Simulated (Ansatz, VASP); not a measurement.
**W in VASP and in Ansatz**

```
W
1.0
    -1.60282    1.60282    1.60282
     1.60282   -1.60282    1.60282
     1.60282    1.60282   -1.60282
W
1
Direct
  0.00000 0.00000 0.00000
```

Change from the starting cell: volume scaled by 1.02, PAW files.

Alike in both runs: task electric field gradients; functional PBE; k mesh 14 × 14 × 14; occupations fermi-dirac, width 0.08 eV; no spin polarisation.

```csv
,VASP,Ansatz
version,VASP 6.6.1,Ansatz 0.2.0
potentials or method,"VASP PAW PBE potentials, release 64 (W_sv)","PAW with Ansatz's default frozen-core files, scalar-relativistic"
plane-wave cutoff (eV),520,420
valence electrons in the cell,14,14
```

Ansatz gave:

| Property | Result |
| --- | --- |
| pressure (GPa) | -5.7 |
| Vzz of the field gradient on the site that differs most (V/Å²) | 0.0 |

Problem. Which values does VASP return?

Solution. Pressure (GPa): -5.3; Vzz of the field gradient on the site that differs most (V/Å²): 0.0.

Ansatz warned: «gradients_without_spin_orbit».

The runs have no spin-orbit coupling, so splittings on W are missing.
